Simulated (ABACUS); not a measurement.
The system is C.

```
CELL_PARAMETERS angstrom
0.00000 1.78337 1.78337
1.78337 0.00000 1.78337
1.78337 1.78337 0.00000
ATOMIC_POSITIONS crystal
C 0.75000 0.75000 0.75000
C 0.50000 0.50000 0.50000
```

This isn't the form of C at room conditions, which is graphite.

Base run:

| Quantity | Value |
| --- | --- |
| Program | ABACUS 3.10.1 |
| Functional | rPW86PBE |
| Potentials or basis | SG15 ONCV 1.2 PBE |
| Cutoff | 1116 eV |
| Density cutoff | 4463 eV |
| Basis | plane waves |
| k mesh | 10 × 10 × 10 |
| Occupations | fermi-dirac, width 0.05 eV |
| Spin | no spin polarisation |

Its results: band gap on the k mesh 4.46 eV, indirect (least direct gap 5.70 eV); pressure 7.4 GPa.

Task: The run is repeated on the same cell with these changes: functional from rPW86PBE to HCTH407. What comes out?

Result: Band gap on the k mesh 4.42 eV, indirect (least direct gap 5.56 eV); pressure -13.7 GPa.

Caveats: the potentials were made for another functional, which shifts forces and pressure.

A k mesh can miss the band edges.

Not every run made on this cell is shown here.
